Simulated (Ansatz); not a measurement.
**B started on a N site in zincblende BN, 64 atoms, charge +3**

Theory: Ansatz 0.2.0, DFT, HSE06, PAW, plane waves.

Input:

```yaml
crystal:
  lattice:
    - [7.211591, 0.000000, 0.000000]
    - [0.000000, 7.211591, 0.000000]
    - [0.000000, 0.000000, 7.211591]
  atoms:
    - { symbol: B, position: [0.001116, 0.001062, 0.000627] }
    - { symbol: B, position: [0.003060, 0.002980, 0.498117] }
    - { symbol: B, position: [0.003008, 0.498539, 0.002537] }
    - { symbol: B, position: [0.002518, 0.500511, 0.500097] }
    - { symbol: B, position: [0.498598, 0.002954, 0.002558] }
    - { symbol: B, position: [0.500577, 0.002461, 0.500094] }
    - { symbol: B, position: [0.500575, 0.500500, 0.002030] }
    - { symbol: B, position: [0.482258, 0.482090, 0.481831], spin: 0.2 }
    - { symbol: B, position: [0.617212, 0.617520, 0.616377], spin: 0.2 }
    - { symbol: B, position: [0.250467, 0.250408, 0.000306] }
    - { symbol: B, position: [0.247534, 0.247460, 0.497214] }
    - { symbol: B, position: [0.247709, 0.754714, 0.002977] }
    - { symbol: B, position: [0.248665, 0.748503, 0.499280] }
    - { symbol: B, position: [0.754748, 0.247651, 0.002954] }
    - { symbol: B, position: [0.748589, 0.248582, 0.499269] }
    - { symbol: B, position: [0.749900, 0.749824, 0.002023] }
    - { symbol: B, position: [0.770387, 0.770313, 0.484488], spin: 0.2 }
    - { symbol: B, position: [0.250480, 0.000735, 0.249990] }
    - { symbol: B, position: [0.247699, 0.003372, 0.754313] }
    - { symbol: B, position: [0.247529, 0.497584, 0.247060] }
    - { symbol: B, position: [0.248675, 0.499675, 0.748112] }
    - { symbol: B, position: [0.754800, 0.003404, 0.247203] }
    - { symbol: B, position: [0.749930, 0.002439, 0.749448] }
    - { symbol: B, position: [0.748583, 0.499681, 0.248191] }
    - { symbol: B, position: [0.770253, 0.484819, 0.769800], spin: 0.2 }
    - { symbol: B, position: [0.000788, 0.250420, 0.249980] }
    - { symbol: B, position: [0.003438, 0.247643, 0.754287] }
    - { symbol: B, position: [0.003484, 0.754754, 0.247200] }
    - { symbol: B, position: [0.002511, 0.749846, 0.749432] }
    - { symbol: B, position: [0.497676, 0.247450, 0.247053] }
    - { symbol: B, position: [0.499752, 0.248581, 0.748111] }
    - { symbol: B, position: [0.499754, 0.748504, 0.248181] }
    - { symbol: B, position: [0.484979, 0.770216, 0.769851], spin: 0.2 }
    - { symbol: N, position: [0.125500, 0.125426, 0.125030] }
    - { symbol: N, position: [0.125424, 0.125335, 0.624022] }
    - { symbol: N, position: [0.125394, 0.624403, 0.124952] }
    - { symbol: N, position: [0.125568, 0.625326, 0.624924] }
    - { symbol: N, position: [0.624495, 0.125324, 0.124945] }
    - { symbol: N, position: [0.625399, 0.125474, 0.624921] }
    - { symbol: N, position: [0.625396, 0.625324, 0.125089] }
    - { symbol: N, position: [0.375222, 0.375154, 0.124486] }
    - { symbol: N, position: [0.373208, 0.373110, 0.624656] }
    - { symbol: N, position: [0.375637, 0.875307, 0.125109] }
    - { symbol: N, position: [0.376967, 0.873777, 0.623239] }
    - { symbol: N, position: [0.875391, 0.375569, 0.125100] }
    - { symbol: N, position: [0.873848, 0.376877, 0.623240] }
    - { symbol: N, position: [0.875625, 0.875539, 0.125238] }
    - { symbol: N, position: [0.876523, 0.876428, 0.625820] }
    - { symbol: N, position: [0.375223, 0.124885, 0.374747] }
    - { symbol: N, position: [0.375633, 0.125479, 0.874934] }
    - { symbol: N, position: [0.373253, 0.625049, 0.372783] }
    - { symbol: N, position: [0.376952, 0.623642, 0.873397] }
    - { symbol: N, position: [0.875410, 0.125500, 0.375147] }
    - { symbol: N, position: [0.875624, 0.125649, 0.875158] }
    - { symbol: N, position: [0.873853, 0.623640, 0.376506] }
    - { symbol: N, position: [0.876397, 0.626204, 0.875929] }
    - { symbol: N, position: [0.124954, 0.375159, 0.374752] }
    - { symbol: N, position: [0.125570, 0.375565, 0.874926] }
    - { symbol: N, position: [0.125584, 0.875316, 0.375160] }
    - { symbol: N, position: [0.125712, 0.875535, 0.875159] }
    - { symbol: N, position: [0.625131, 0.373123, 0.372749] }
    - { symbol: N, position: [0.623719, 0.376853, 0.873392] }
    - { symbol: N, position: [0.623729, 0.873805, 0.376471] }
    - { symbol: N, position: [0.626302, 0.876382, 0.875998] }
  symmetry: { detect: false }
kpoints:
  mp_grid: { grid: [1, 1, 1], shift: [0.25, 0.25, 0.25] }
hamiltonian:
  xc: hse06
total_charge: 3
magnetization:
  spin_polarized: true
scf:
  occupations: { method: fermi_dirac, width: 0.01 }
output:
  forces: true
  eigenvalues: true
  populations: true
  charged_corrections: { epsilon: 7.1 }
  eigenstates: { kpoints: [[0.25, 0.25, 0.25]], e_range: [-6.0, 6.0], localisation: true }
```

Command:

```sh
ansatz run in.yaml --threads 7 --pin off --max-ram 13300MiB --runs-dir r --events-out ev --progress --plain
```

The program printed, less machine lines and repeats, with […] for rows cut from tables:

```
Pseudopotentials: kind: paw
Functional definition: HSE06
  parameter a = 0.25
  parameter omega = 0.11/bohr
  exchange = pbe_x - a*pbe_x_sr(omega) + a*exact_x_sr(omega)
  correlation = pbe_c
Crystal: 64 atoms, lattice volume = 375.054 Å³
Basis set: ecut = 420 eV, 7249 PW (Γ), exchange–correlation on 100×100×100 points (8 copies of the dense FFT grid, shifted against one another)
Bands: 190, of which v1, the nominal top of the filled ones, is band 126 counted from 1 (125 counted from 0)
Symmetry: 1 space group operations
k-points: 1
Non-local potential: B, projectors of the file, l = 0: 2, l = 1: 2, l = 2: 1
Non-local potential: N, projectors of the file, l = 0: 2, l = 1: 2, l = 2: 1
PAW form: soft (Blöchl's): semilocal exchange-correlation on the pseudo side does not see the compensation charge
PAW frozen core: B, regenerated for the run's functional, and the local potential with it (the file was generated under x = pbe(κ = 0.804, μ = 0.2195149727645171), c = pbe(β = 0.06672455060314922))
PAW frozen core: N, regenerated for the run's functional, and the local potential with it (the file was generated under x = pbe(κ = 0.804, μ = 0.2195149727645171), c = pbe(β = 0.06672455060314922))
PAW one-centre angular grid: B, 110 points (default); XC on 64 Gauss nodes
PAW one-centre angular grid: N, 110 points (default); XC on 64 Gauss nodes
Initial density: superposition of atomic densities (chi_scale 0.1, normalization cell, long waves kept (reshape's long-wave potential 0.23 eV rms))
Starting moments: Σ|m| = 1 μB on 5 of 64 sites
Initial wavefunctions: pseudopotential atomic-orbital guess
Functional: x = pbe(κ = 0.804, μ = 0.2195149727645171), c = pbe(β = 0.06672455060314922), warm-up for x = pbe(κ = 0.804, μ = 0.2195149727645171) + 0.25 (exact − pbe) at short range (hse, ω = 0.20786987370883472 Å⁻¹), c = pbe(β = 0.06672455060314922); HSE06 as pw.x's `hse` composes it (authors' and Libxc's form: `xc: wpbeh`)
iter 1 solved again at ethr=2.94e-2 eV; its pass at ethr=1.00e-1 eV (dr2=7.39e1 eV) is discarded
SCF iter   1: F=—  HF=-17176.657546 eV  |F-HF|=—  |Δ(HF+E_count)|=         —  Δρ=7.80e-2 (↑7.80e-2 ↓7.69e-2)  dr2=7.39e1  dr2_m=1.20e-1  M=1.000 μB ∫|m|=1.076 μB  β_m=0.30  ethr=2.94e-2  ⟨swp⟩=2.5  Hψ=2136  notcnv=0
preconditioner: auto → none  [insulator: Δε(μ)=0.203 eV  Ē_g=17.991 eV  σ=0.010 eV  W_gap=1.00  n_scr=92 (ndim 8)  ℏωp=30.4 eV  f_vac=0.000  D(μ)=0.01/eV (n_scr^D=0)]
SCF iter   2: F=—  HF=-17156.555990 eV  |F-HF|=—  |Δ(HF+E_count)|=    2.01e1  Δρ=3.90e-2 (↑3.90e-2 ↓3.80e-2)  dr2=1.64e1  dr2_m=5.79e-2  M=1.000 μB ∫|m|=1.103 μB  β_m=0.30  ethr=2.94e-2  ⟨swp⟩=2.0  Hψ=760  notcnv=0
SCF iter   3: F=—  HF=-17153.786303 eV  |F-HF|=—  |Δ(HF+E_count)|=    2.77e0  Δρ=2.12e-2 (↑2.12e-2 ↓2.12e-2)  dr2=5.88e0  dr2_m=4.12e-2  M=1.000 μB ∫|m|=1.085 μB  β_m=0.30  ethr=6.52e-3  ⟨swp⟩=7.0  Hψ=1075  notcnv=0
SCF iter   4: F=—  HF=-17152.916019 eV  |F-HF|=—  |Δ(HF+E_count)|=   8.70e-1  Δρ=1.37e-2 (↑1.37e-2 ↓1.36e-2)  dr2=1.52e0  dr2_m=1.91e-2  M=1.000 μB ∫|m|=1.100 μB  β_m=0.30  ethr=2.34e-3  ⟨swp⟩=6.0  Hψ=983  notcnv=0
iter 5 solved again at ethr=3.36e-5 eV; its pass at ethr=6.07e-4 eV (dr2=8.44e-2 eV) is discarded
SCF iter   5: F=—  HF=-17152.743032 eV  |F-HF|=—  |Δ(HF+E_count)|=   1.73e-1  Δρ=3.24e-3 (↑3.22e-3 ↓3.24e-3)  dr2=9.34e-2  dr2_m=1.16e-2  M=1.000 μB ∫|m|=1.095 μB  β_m=0.30  ethr=3.36e-5  ⟨swp⟩=7.0  Hψ=1817  notcnv=0  defer=5
SCF iter   6: F=—  HF=-17152.723450 eV  |F-HF|=—  |Δ(HF+E_count)|=   1.96e-2  Δρ=2.04e-3 (↑1.87e-3 ↓2.04e-3)  dr2=1.38e-2  dr2_m=6.57e-3  M=1.000 μB ∫|m|=1.095 μB  β_m=0.30  ethr=3.36e-5  ⟨swp⟩=3.0  Hψ=842  notcnv=0
SCF iter   7: F=—  HF=-17152.729280 eV  |F-HF|=—  |Δ(HF+E_count)|=   5.83e-3  Δρ=1.18e-3 (↑1.12e-3 ↓1.18e-3)  dr2=1.68e-3  dr2_m=3.82e-3  M=1.000 μB ∫|m|=1.094 μB  β_m=0.30  ethr=5.50e-6  ⟨swp⟩=7.0  Hψ=1131  notcnv=0  defer=2
Mixer restart at iter 7: flushing history
spin-set hold released at iteration 7 (site moments contracting): the magnetisation degrees of freedom join the quasi-Newton model from the next iteration; the mixer history was flushed
SCF iter   8: F=—  HF=-17152.731808 eV  |F-HF|=—  |Δ(HF+E_count)|=   2.53e-3  Δρ=8.73e-4 (↑7.99e-4 ↓8.73e-4)  dr2=4.53e-4  dr2_m=2.24e-3  M=1.000 μB ∫|m|=1.094 μB  β_m=0.54  ethr=6.68e-7  ⟨swp⟩=4.0  Hψ=692  notcnv=0  defer=1
SCF iter   9: F=—  HF=-17152.735924 eV  |F-HF|=—  |Δ(HF+E_count)|=   4.12e-3  Δρ=4.61e-4 (↑4.29e-4 ↓4.61e-4)  dr2=5.12e-3  dr2_m=4.00e-4  M=1.000 μB ∫|m|=1.094 μB  β_m=0.44  ethr=1.80e-7  ⟨swp⟩=6.0  Hψ=1170  notcnv=0  defer=1
SCF iter  10: F=—  HF=-17152.735807 eV  |F-HF|=—  |Δ(HF+E_count)|=   1.17e-4  Δρ=1.86e-4 (↑1.45e-4 ↓1.86e-4)  dr2=3.55e-4  dr2_m=7.70e-5  M=1.000 μB ∫|m|=1.094 μB  β_m=0.42  ethr=1.80e-7  ⟨swp⟩=6.0  Hψ=1086  notcnv=0  defer=2
SCF iter  11: F=-17152.735886 eV  HF=-17152.735890 eV  |F-HF|=3.67e-6  |Δ(HF+E_count)|=   8.24e-5  Δρ=5.60e-5 (↑4.39e-5 ↓5.60e-5)  dr2=1.62e-5  dr2_m=6.61e-6  M=1.000 μB ∫|m|=1.094 μB  ethr=1.41e-7  ⟨swp⟩=3.5  Hψ=674  notcnv=0
SCF 1 stopped early in 11 iterations: F = -17152.735886 eV  dr2 = 1.62e-5
  greatest PAW one-centre occupation: 0.792 electrons in one spin orbital (limit 2), on the N atom at site 50 (counted from 0), in its partial waves of l = 0
Initial density: handed on by an earlier stage of this run
Starting moments: Σ|m| = 1 μB on 5 of 64 sites; this step starts from the density that it was given
Initial wavefunctions: those handed on with the density
Functional: x = pbe(κ = 0.804, μ = 0.2195149727645171) + 0.25 (exact − pbe) at short range (hse, ω = 0.20786987370883472 Å⁻¹), c = pbe(β = 0.06672455060314922); HSE06 as pw.x's `hse` composes it (authors' and Libxc's form: `xc: wpbeh`)
Exchange kernel: α = 0.2500, screened, ω = 0.2079 Å⁻¹, Wigner–Seitz truncation, v(0) = 710.6192 eV·Å³, q-mesh 1×1×1, nearest image of the exchange supercell L = 7.21 Å, pair-density grid 36×36×36, without the augmentation charges, whose exchange is taken in its separable form (sized by the pseudopotential files, 50×50×50 at the most)
Frozen-core exchange: fock
[…]
preconditioner: auto → none  [insulator: Δε(μ)=1.995 eV  Ē_g=19.853 eV  σ=0.010 eV  W_gap=1.00  n_scr=92 (ndim 8)  ℏωp=30.4 eV  f_vac=0.000  D(μ)=0.00/eV (n_scr^D=0)]
[…]
SCF iter   3: F=—  HF=-17157.484667 eV  |F-HF|=—  |Δ(HF+E_count)|=   1.90e-2  Δρ=2.16e-3 (↑2.16e-3 ↓2.11e-3)  dr2=2.95e-2  dr2_m=4.68e-4  M=1.000 μB ∫|m|=1.133 μB  β_m=0.51  ethr=6.44e-8  ⟨swp⟩=5.0  Hψ=1453  notcnv=0
SCF iter   4: F=—  HF=-17157.477894 eV  |F-HF|=—  |Δ(HF+E_count)|=   6.77e-3  Δρ=1.08e-3 (↑1.00e-3 ↓1.08e-3)  dr2=2.18e-2  dr2_m=1.67e-4  M=1.000 μB ∫|m|=1.133 μB  β_m=0.47  ethr=6.44e-8  ⟨swp⟩=5.0  Hψ=1426  notcnv=0
SCF iter   5: F=—  HF=-17157.472582 eV  |F-HF|=—  |Δ(HF+E_count)|=   5.31e-3  Δρ=2.44e-4 (↑2.19e-4 ↓2.44e-4)  dr2=7.63e-4  dr2_m=2.32e-5  M=1.000 μB ∫|m|=1.135 μB  β_m=0.53  ethr=6.44e-8  ⟨swp⟩=4.0  Hψ=1290  notcnv=0
SCF iter   6: F=-17157.472442 eV  HF=-17157.472459 eV  |F-HF|=1.72e-5  |Δ(HF+E_count)|=   1.23e-4  Δρ=7.79e-5 (↑7.10e-5 ↓7.79e-5)  dr2=3.65e-5  dr2_m=4.30e-6  M=1.000 μB ∫|m|=1.136 μB  ethr=6.44e-8  ⟨swp⟩=4.5  Hψ=895  notcnv=0
SCF 2 stopped early in 6 iterations: F = -17157.472442 eV  dr2 = 3.65e-5
  Residual-converged pass: ⟨swp⟩=3.0  Hψ=882  notcnv=0  max |occ|·‖R‖ = 5.4e-6 eV (tolerance 6.7e-6 eV)  dr2=3.70e-5  dr2_m=4.30e-6  dr2_onsite=2.13e-6  max |Δocc| = 0.0e0
  greatest PAW one-centre occupation: 0.795 electrons in one spin orbital (limit 2), on the N atom at site 50 (counted from 0), in its partial waves of l = 0
hybrid outer 1: dexx = +9.170e-2 eV, tail = 1.35e-4 eV
SCF iter   1: F=—  HF=-17157.471067 eV  |F-HF|=—  |Δ(HF+E_count)|=         —  Δρ=1.90e-5 (↑1.90e-5 ↓1.83e-5)  dr2=5.56e-6  dr2_m=4.83e-7  M=1.000 μB ∫|m|=1.136 μB  β_m=0.30  ethr=2.69e-7  ⟨swp⟩=6.0  Hψ=982  notcnv=0
preconditioner: auto → none  [insulator: Δε(μ)=2.074 eV  Ē_g=19.838 eV  σ=0.010 eV  W_gap=1.00  n_scr=92 (ndim 8)  ℏωp=30.4 eV  f_vac=0.000  D(μ)=0.00/eV (n_scr^D=0)]
SCF iter   2: F=—  HF=-17157.471068 eV  |F-HF|=—  |Δ(HF+E_count)|=   1.53e-6  Δρ=1.32e-5 (↑1.32e-5 ↓1.28e-5)  dr2=8.69e-7  dr2_m=3.07e-7  M=1.000 μB ∫|m|=1.136 μB  β_m=0.36  ethr=2.04e-9  ⟨swp⟩=5.0  Hψ=885  notcnv=0
SCF iter   3: F=—  HF=-17157.471068 eV  |F-HF|=—  |Δ(HF+E_count)|=   2.67e-7  Δρ=8.37e-6 (↑6.95e-6 ↓8.37e-6)  dr2=3.19e-7  dr2_m=1.31e-7  M=1.000 μB ∫|m|=1.136 μB  β_m=0.46  ethr=3.37e-10  ⟨swp⟩=5.0  Hψ=897  notcnv=0
SCF iter   4: F=—  HF=-17157.471069 eV  |F-HF|=—  |Δ(HF+E_count)|=   1.01e-7  Δρ=4.91e-6 (↑4.91e-6 ↓4.67e-6)  dr2=2.36e-7  dr2_m=4.90e-8  M=1.000 μB ∫|m|=1.136 μB  β_m=0.44  ethr=1.23e-10  ⟨swp⟩=5.5  Hψ=922  notcnv=0
SCF iter   5: F=—  HF=-17157.471069 eV  |F-HF|=—  |Δ(HF+E_count)|=   9.00e-9  Δρ=2.56e-6 (↑2.38e-6 ↓2.56e-6)  dr2=3.58e-8  dr2_m=1.42e-8  M=1.000 μB ∫|m|=1.136 μB  β_m=0.44  ethr=9.25e-11  ⟨swp⟩=5.5  Hψ=714  notcnv=0
SCF iter   6: F=—  HF=-17157.471069 eV  |F-HF|=—  |Δ(HF+E_count)|=   1.25e-8  Δρ=9.82e-7 (↑8.08e-7 ↓9.82e-7)  dr2=1.03e-8  dr2_m=1.84e-9  M=1.000 μB ∫|m|=1.136 μB  β_m=0.50  ethr=1.38e-11  ⟨swp⟩=6.5  Hψ=936  notcnv=0
SCF iter   7: F=—  HF=-17157.471069 eV  |F-HF|=—  |Δ(HF+E_count)|=  3.82e-10  Δρ=3.50e-7 (↑3.50e-7 ↓3.49e-7)  dr2=5.38e-10  dr2_m=3.42e-10  M=1.000 μB ∫|m|=1.136 μB  β_m=0.49  ethr=4.01e-12  ⟨swp⟩=5.5  Hψ=735  notcnv=0
SCF iter   8: F=-17157.471069 eV  HF=-17157.471069 eV  |F-HF|=7.28e-12  |Δ(HF+E_count)|=  2.00e-10  Δρ=1.73e-7 (↑1.72e-7 ↓1.73e-7)  dr2=9.96e-11  dr2_m=6.58e-11  M=1.000 μB ∫|m|=1.136 μB  ethr=1.70e-12 (applied; sched 1.00e-12)  ⟨swp⟩=2.5  Hψ=632  notcnv=0
SCF 3 converged in 8 iterations: F = -17157.471069 eV  dr2 = 9.96e-11
  Residual-converged pass: ⟨swp⟩=3.0  Hψ=650  notcnv=0  max |occ|·‖R‖ = 2.6e-7 eV (tolerance 2.7e-7 eV)  dr2=1.13e-10  dr2_m=6.97e-11  dr2_onsite=1.44e-11  max |Δocc| = 0.0e0
hybrid outer 2: dexx = +2.422e-6 eV, tail = 5.59e-9 eV, Δε = 1.52e-3 eV (about 1.33e-5 eV left of the loop's levels), ΔF = 3.85e-3 eV/Å (tail 2.38e-4)
NSCF: frozen V_eff on 1 k-points
this state was not tested for a lower state beside it, because the functional holds exact exchange (a hybrid, or Hartree-Fock), whose exchange loop this test does not read (fock_operator); the stability check (scf.self_checks: high) cannot read this state: a pseudopotential is PAW: the check reads norm-conserving sets alone
hybrid SCF converged: 2 outer / 14 inner (+11 warm-up), last move |dexx| = 2.42e-6 eV, tail = 5.59e-9 eV
Magnetization: 1.0000 μB (126.0000 up, 125.0000 down)
Absolute magnetization: 1.1393 μB (∫|ρ↑−ρ↓|, with the PAW one-centre terms)
Spin contamination: 0.0055 ħ² per cell (⟨S²⟩ above its minimum at these occupations)
Per-site moments (μB) at R_I (Å): [(-4.458893061683231e-5, 0.6408834062241492), (0.0027636569613210156, 0.6366015520674241), (0.002688509257158797, 0.6366693025546291), (0.0006329351602210868, 0.6401095268211552), (0.0027326160746780075, 0.6366521891076589), (0.000634717288969783, 0.6400586715180048), (0.0006318087056528086, 0.6401300136239357), (0.07650480527347185, 0.625182143917878), (0.2189540
Free energy (F): -17157.471069 eV
Harris-Foulkes:  -17157.471069 eV  (|F-HF|=7.28e-12)
Internal energy: -17157.471069 eV  (E = F + TS)
E sigma→0 (E₀):  -17157.471069 eV
Fermi energy:    10.848994 eV
--- Per-component energies (eV) ---
  E_band       = 441.818442
  E_kinetic    = 5793.317633
  E_local      = -5521.294807  (includes V_loc(G=0)·N_el)
  E_nonlocal   = 1744.574958
  E_hartree    = 1576.185008
  E_xc         = -2372.806973
  E_vxc        = -2917.485414  (∫ρ·V_xc dr)
  E_exx        = -609.352560  (= α·E_x^exact, valence–valence)
  E_paw        = -6504.120987  (= ΣΔE_a)
  E_vpaw       = -590.962518  (= ΣTr[D̂ρ^β])
  E_aug_tail   = 0.003155  (compensation charges beyond the density's cutoff)
  E_ewald      = -11262.875582
  E_core_change = -1.100911  (= ΣΔE_core)
  E_smearing   = -0.000000  (= −TS)
  E_closure    = -0.000003  (closes the sum)
  E_deformation_potential = 63.035052  (in the stress; not in F)
  Σ components = -17157.471069   (vs F -17157.471069, Δ=0.00e0)
--- Forces (eV/Å), atoms counted from 1 ---
  atom   1  B      0.01478511     0.01329784     0.01657532
  atom   2  B      0.02900310     0.02898007    -0.03837399
  atom   3  B      0.02879435    -0.04259668     0.02940091
  atom   4  B      0.07334146    -0.03257603    -0.02915059
  atom   5  B     -0.03797700     0.02782847     0.02984910
  atom   6  B     -0.03183137     0.07226114    -0.03117102
  atom   7  B     -0.03157720    -0.03177371     0.07417224
  atom   8  B     -0.33712781    -0.33533549    -0.33801856
  atom   9  B     -0.26179663    -0.26282076    -0.26115006
  atom  10  B     -0.03343484    -0.03492842     0.02521633
  atom  11  B     -0.01051442    -0.01029033    -0.02008364
  atom  12  B     -0.05510691     0.04942821     0.04782687
  atom  13  B     -0.07989633     0.02420547    -0.04038458
  atom  14  B      0.05634621    -0.05588409     0.05043269
  atom  15  B      0.02423057    -0.08163007    -0.03997546
  atom  16  B      0.02978305     0.03005838     0.05051611
  atom  17  B      0.51843387     0.51562785    -0.40704483
  atom  18  B     -0.03379887     0.02040910    -0.03257704
  atom  19  B     -0.05446099     0.04943607     0.05524542
  atom  20  B     -0.00938046    -0.02061125    -0.00913247
  atom  21  B     -0.08143446    -0.04033741     0.02384628
  atom  22  B      0.05623089     0.04696910    -0.05486727
  atom  23  B      0.02821886     0.05096971     0.02794088
  atom  24  B      0.02273682    -0.04131909    -0.08023050
  atom  25  B      0.51976455    -0.40472456     0.52093309
  atom  26  B      0.02399452    -0.03516703    -0.03207957
  atom  27  B      0.05016537    -0.05534818     0.05645690
  atom  28  B      0.04476529     0.04880128    -0.05201905
  atom  29  B      0.04993733     0.02632557     0.02863187
  atom  30  B     -0.02057073    -0.00913483    -0.00970310
  atom  31  B     -0.04116499    -0.08194688     0.02501194
  atom  32  B     -0.03968223     0.02372972    -0.07915934
  atom  33  B     -0.40864308     0.51816754     0.52017901
  atom  34  N      0.01087761     0.01215681     0.00855072
  atom  35  N     -0.00719236    -0.00595258     0.03040235
  atom  36  N     -0.00404688     0.03581616    -0.00969198
  atom  37  N      0.00545468    -0.01013743    -0.00821682
  atom  38  N      0.02937641    -0.00487975    -0.00783515
  atom  39  N     -0.00715634     0.00697592    -0.00795081
  atom  40  N     -0.00860288    -0.01074472     0.00642103
  atom  41  N      0.01678934     0.01457464    -0.03931070
  atom  42  N      0.09364763     0.09476702    -0.04889573
  atom  43  N      0.01855125    -0.01139820     0.01980431
  atom  44  N      0.21441593    -0.18935302     0.03622522
  atom  45  N     -0.01532753     0.01959510     0.01878114
  atom  46  N     -0.18925682     0.21351955     0.03505510
  atom  47  N     -0.01027293    -0.00871065    -0.00125914
  atom  48  N     -0.11272341    -0.10751939    -0.08005089
  atom  49  N      0.01600335    -0.03822368     0.01606228
  atom  50  N      0.01839031     0.02319945    -0.01605842
  atom  51  N      0.09161677    -0.04883468     0.09094652
  atom  52  N      0.21283282     0.03802980    -0.18847726
  atom  53  N     -0.01475325     0.02163578     0.01971315
  atom  54  N     -0.01118018     0.00082535    -0.01282929
  atom  55  N     -0.18677075     0.03954115     0.20906469
  atom  56  N     -0.10785074    -0.07808457    -0.10982947
  atom  57  N     -0.03759122     0.01431210     0.01615318
  atom  58  N      0.01955287     0.01940420    -0.01619755
  atom  59  N      0.02202931    -0.01158108     0.01763577
  atom  60  N      0.00124666    -0.00883108    -0.01172203
  atom  61  N     -0.04925247     0.09434692     0.09259064
  atom  62  N      0.03532752     0.21494903    -0.18992741
  atom  63  N      0.03466249    -0.19044825     0.21567520
  atom  64  N     -0.08091475    -0.10901463    -0.11194130
  max |Σ_I F_I| component: 1.55e-5 eV/Å
--- Charged-cell corrections in eV (Makov–Payne, q = +3.000 e, ε = 7.100) ---
  F (periodic)     = -17157.471069  (uncorrected; the corrections below are reported, never added to it)
  E_corr1          = +3.590705  (monopole, q²α_M/2εL)
  F Makov-Payne    = -17153.880363  (F + E_corr1; no measured alignment; for a localised charge, not one spread in a band: unchecked)
--- Band table (eV) ---
  k-point 0 ↑: bands = ["-11.3032", "-10.3142", "-10.3141", "-10.1289", "-9.3185", "-9.3184", "-9.1759", "-8.4292", "-8.3587", "-8.3585", "-8.1686", "-7.5939", "-7.5937", "-7.5569", "-7.5513", "-7.5512", "-7.1874", "-7.1320", "-7.1319", "-6.8518", "-6.4654", "-6.4652", "-6.2992", "-6.2187", "-6.2181", "-5.8765", "-5.8673", "-5.8671", "-5.8286", "-5.8077", "-5.8076", "-1.1542", "-0.6437", "-0.5337" …
  k-point 0 ↓: bands = ["-11.2818", "-10.3037", "-10.3036", "-10.0865", "-9.3076", "-9.3074", "-9.1280", "-8.4031", "-8.3437", "-8.3436", "-8.1484", "-7.5757", "-7.5754", "-7.5604", "-7.5197", "-7.5196", "-7.1749", "-7.1192", "-7.1190", "-6.8031", "-6.4521", "-6.4519", "-6.2816", "-6.1902", "-6.1895", "-5.8803", "-5.8373", "-5.8370", "-5.8219", "-5.8044", "-5.8043", "-0.9125", "-0.5199", "-0.5195" …
--- Löwdin populations: 64 sites ---
  site symbol       q [e]    m [muB]
     0      B      2.6210     0.0006
     1      B      2.6195     0.0060
[…]
    62      N      5.2316    -0.0026
    63      N      5.2579     0.0179
  spilling = 0.003819 (of n_electrons = 251.000000)
```

Total energies depend on the potentials used, so only differences within one code and one set of settings carry meaning.

The atoms are those of an earlier PBEsol relaxation. One k point and one spin start were run, so the state needn't be the lowest, and an added charge can sit in a band of the host.

Time: 110 s of wall time on 7 threads of a Neoverse-V2 processor, on a host shared with other runs; peak host memory 1.8 GiB.
